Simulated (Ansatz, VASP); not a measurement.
## Tl: VASP beside Ansatz

```xyz
1
Lattice="2.1589 -2.2667 0.0000 2.1589 2.2667 0.0000 0.0000 0.0000 2.8104" Properties=species:S:1:pos:R:3 pbc="T T T"
Tl    2.1589    0.0000    0.0000
```

Alike in both runs: task single point; functional PBE; k mesh 6 × 6 × 6; occupations gaussian, width 0.1 eV; no spin polarisation.

|  | VASP | Ansatz |
| --- | --- | --- |
| version | VASP 6.6.1 | Ansatz 0.2.0 |
| potentials or method | VASP PAW PBE potentials, release 64 (Tl_d) | scalar-relativistic, plane waves, PAW |
| plane-wave cutoff (eV) | 520 | 420 |
| valence electrons in the cell | 13 | 13 |

|  | VASP | Ansatz | Ansatz less VASP |
| --- | --- | --- | --- |
| gap on the k mesh at the Fermi level (eV) | none | none | - |
| pressure (GPa) | 10.3 | 10.4 | +0.07 |
| largest component of the traceless stress (GPa) | 5.83 | 5.84 | +0.014 |

A gap of «none» marks a metal or a gap that the smearing closes. The functional is the same, so the differences come from potentials, cutoffs and numerics.

Caveats: the k mesh is coarse (spacing up to 0.37 Å⁻¹), so the values aren't converged. Spin-orbit coupling is left out, which matters for the levels of Tl.
